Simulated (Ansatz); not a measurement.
**Crystal structures of ruthenium under PBE**

Method: DFT, PBE, plane waves (420 eV) with PAW, scalar-relativistic in Ansatz 0.2.0.

Each structure is relaxed within its own symmetry, so a high-lying one may be dynamically unstable.

Question: Rank these structures of ruthenium by energy per atom, lowest first.
A. simple cubic
B. diamond
C. bcc
D. omega (AlB2-type)
E. hcp
F. A15
G. dhcp
H. fcc

Answer: E (0 meV/atom), G (81 meV/atom), H (115 meV/atom), D (260 meV/atom), F (391 meV/atom), C (627 meV/atom), A (1137 meV/atom), B (1186 meV/atom).

| structure | ΔE (meV/atom) | V (Å³/atom) | cell | magnetic state |
| --- | --- | --- | --- | --- |
| hcp | 0 | 13.77 | a = 2.724 Å, c = 4.286 Å (c/a = 1.573) | non-magnetic |
| dhcp | 81 | 13.82 | a = 2.710 Å, c = 8.696 Å (c/a = 3.209) | non-magnetic |
| fcc | 115 | 13.85 | a = 3.812 Å | spin not included |
| omega (AlB2-type) | 260 | 14.12 | a = 4.270 Å, c = 2.683 Å (c/a = 0.628) | spin not included |
| A15 | 391 | 14.23 | a = 4.846 Å | spin not included |
| bcc | 627 | 14.23 | a = 3.053 Å | non-magnetic |
| simple cubic | 1137 | 15.85 | a = 2.512 Å | spin not included |
| diamond | 1186 | 20.28 | a = 5.454 Å | non-magnetic |

ΔE counts from hcp.

Differences under about 8 meV lie within the error of the k-point mesh.
